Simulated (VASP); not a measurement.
The system is GaN.

```
Ga N
1.0
     3.18000    0.00000    0.00000
    -1.59000    2.75396    0.00000
     0.00000    0.00000    5.16600
Ga N
2 2
Direct
  0.33333 0.66667 0.00000
  0.66667 0.33333 0.50000
  0.33333 0.66667 0.37500
  0.66667 0.33333 0.87500
```

* Program: VASP 6.6.1
* Task: relaxation of cell and atoms
* Functional: RPBE
* Potentials or basis: VASP PAW PBE potentials, release 64 (Ga_d, N)
* Cutoff: 600 eV
* k mesh: 12 × 12 × 5
* Occupations: gaussian, width 0.03 eV
* Spin: no spin polarisation

At the start: pressure 11.1 GPa; volume 11.31 Å³/atom.

How do energy, volume and symmetry change on relaxing?

Over 7 steps the energy falls by 24.0 meV/atom and the volume is 12.03 Å³/atom (+6.4 %); space group P6_3mc (No. 186, to 0.05 Å).

The path:
| step | energy change (eV) | largest force (eV/Å) | pressure (GPa) | volume (Å³) |
| --- | --- | --- | --- | --- |
| 1 | 0.0000 | 0.1386 | 11.15 | 45.24 |
| 2 | -0.0374 | 0.0460 | -7.14 | 50.59 |
| 3 | -0.0960 | 0.0118 | -0.03 | 48.12 |
| 4 | -0.0960 | 0.0138 | 0.12 | 48.07 |
| 5 | -0.0960 | 0.0085 | 0.13 | 48.07 |
| 6 | -0.0960 | 0.0050 | 0.12 | 48.07 |
| 7 | -0.0960 | 0.0026 | -0.06 | 48.13 |

Final structure:
```
CELL_PARAMETERS angstrom
3.24337 0.00000 0.00000
-1.62168 2.80884 0.00000
0.00000 0.00000 5.28354
ATOMIC_POSITIONS crystal
Ga 0.33333 0.66667 0.99905
Ga 0.66667 0.33333 0.49905
N 0.33333 0.66667 0.37595
N 0.66667 0.33333 0.87595
```

Caveat: the PAW data sets were made with another functional, which shifts forces and pressure a little.
